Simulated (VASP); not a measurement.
Level of theory: vdW-DF-cx, VASP's PBE PAW potentials (set 64) (plane waves; VASP).

VASP input:

INCAR:
```
! general
SYSTEM   = CaF2
PREC     = Accurate
ENCUT    = 520
LREAL    = .False.
LASPH    = .True.

! electronic loop
EDIFF    = 1E-7
NELM     = 100
ALGO     = Normal

! smearing
ISMEAR   = 0
SIGMA    = 0.05

! functional
GGA      = CX
LUSE_VDW = .True.
AGGAC    = 0.0

! ions
ISIF     = 2

! output
LWAVE    = .False.
LCHARG   = .False.
```

**KPOINTS**
```
Automatic mesh
0
G
 7 7 7
0 0 0
```

POSCAR:
```
CaF2
2.6712540
  0.0000000000   1.0000001654   1.0000001654
  1.0000001654   0.0000000000   1.0000001654
  1.0000001654   1.0000001654   0.0000000000
Ca F
1 2
Cart
  1.0000001654   1.0000001654   2.0000003308
  0.5000000827   0.5000000827   0.5000000827
  1.5000002481   1.5000002481   1.5000002481
```

POTCAR, in this order: Ca_sv F (PBE.64 set). Program: vasp_std.

Output

OSZICAR:
```
       N       E                     dE             d eps       ncg     rms          rms(c)
DAV:   1     0.229708590266E+03    0.22971E+03   -0.14243E+04   640   0.155E+03
DAV:   2    -0.251258695614E+01   -0.23222E+03   -0.22914E+03   800   0.397E+02
DAV:   3    -0.120195879696E+02   -0.95070E+01   -0.94980E+01   744   0.905E+01
DAV:   4    -0.123990216087E+02   -0.37943E+00   -0.37936E+00  1080   0.133E+01
DAV:   5    -0.124013038352E+02   -0.22822E-02   -0.22822E-02   720   0.109E+00    0.766E+00
DAV:   6    -0.112086210384E+02    0.11927E+01   -0.62239E+00   664   0.183E+01    0.302E+00
DAV:   7    -0.112083566771E+02    0.26436E-03   -0.16594E-01   832   0.380E+00    0.162E+00
DAV:   8    -0.112273595035E+02   -0.19003E-01   -0.34095E-02   816   0.228E+00    0.192E-01
DAV:   9    -0.112323129242E+02   -0.49534E-02   -0.85833E-03   808   0.752E-01    0.134E-01
DAV:  10    -0.112333739783E+02   -0.10611E-02   -0.19873E-03   760   0.306E-01    0.437E-02
DAV:  11    -0.112333787297E+02   -0.47515E-05   -0.20117E-04   800   0.133E-01    0.120E-02
DAV:  12    -0.112333920628E+02   -0.13333E-04   -0.37028E-05   696   0.495E-02    0.342E-03
DAV:  13    -0.112333927728E+02   -0.71003E-06   -0.39951E-06   920   0.160E-02    0.359E-03
DAV:  14    -0.112333923824E+02    0.39041E-06   -0.57359E-07   792   0.884E-03    0.552E-04
DAV:  15    -0.112333923945E+02   -0.12019E-07   -0.50556E-08   600   0.197E-03
   1 F= -.11233392E+02 E0= -.11233392E+02  d E =-.987263E-21
```

**OUTCAR**
```
------------------------ aborting loop because EDIFF is reached ----------------------------------------
  FORCE on cell =-STRESS in cart. coord.  units (eV):
  Direction    XX          YY          ZZ          XY          YZ          ZX
  --------------------------------------------------------------------------------------
  Total        1.3967517      1.3967517      1.3967517      0.0000000      0.0000000      0.0000000
  in kB       58.7021528     58.7021528     58.7021528      0.0000000      0.0000000      0.0000000
  external PRESSURE =      58.7021528 kB  Pullay stress =       0.0000000 kB
  volume of cell :       38.12
      direct lattice vectors                 reciprocal lattice vectors
     0.000000000  2.671254442  2.671254442    -0.187177976  0.187177976  0.187177976
     2.671254442  0.000000000  2.671254442     0.187177976 -0.187177976  0.187177976
     2.671254442  2.671254442  0.000000000     0.187177976  0.187177976 -0.187177976
 POSITION                                       TOTAL-FORCE (eV/Angst)
 -----------------------------------------------------------------------------------
      0.00000      0.00000      0.00000        -0.000000     -0.000000     -0.000000
      1.33563      1.33563      1.33563        -0.000000      0.000000     -0.000000
      4.00688      4.00688      4.00688         0.000000      0.000000      0.000000
 -----------------------------------------------------------------------------------
    total drift:                                0.000000      0.000000      0.000000
  FREE ENERGIE OF THE ION-ELECTRON SYSTEM (eV)
  ---------------------------------------------------
  free  energy   TOTEN  =       -11.2333923945 eV

  energy  without entropy=      -11.2333923945  energy(sigma->0) =      -11.23339239
```
(Selected blocks of OUTCAR.)

The compound is CaF2 in the fluorite structure. This cell is one point of a volume scan, at 0.94 of the reference volume.
